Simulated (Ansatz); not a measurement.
A crystal relaxed with r2SCAN in the PAW code Ansatz has space group F-43m (No. 216) and a = 5.479 Å.

```json
{"atom": "Al", "site": "4a", "x": "0.0000", "y": "0.0000", "z": "0.0000"}
{"atom": "Xx", "site": "4d", "x": "0.2500", "y": "0.2500", "z": "0.7500"}
```

The r2SCAN gap is indirect, 1.93 eV (Γ to X), below the direct gap of 3.91 eV at Γ. HSE06 gives an indirect gap of 2.28 eV, from Γ to X; the least direct gap is 4.16 eV at Γ. Meshes: r2SCAN 8×8×8, HSE06 6×6×6. r2SCAN's ε∞ is 7.3 in all directions.

Problem. Which element is Xx?
A. P
B. Sb
C. N
D. As

Solution. A. Xx is P: zincblende AlP. Al is surrounded by 4 P at 2.37 Å; P is surrounded by 4 Al at 2.37 Å.

Calculated for a static, non-magnetic cell.

The meshes of the hybrids are coarse, so their gaps aren't converged to the digits shown.
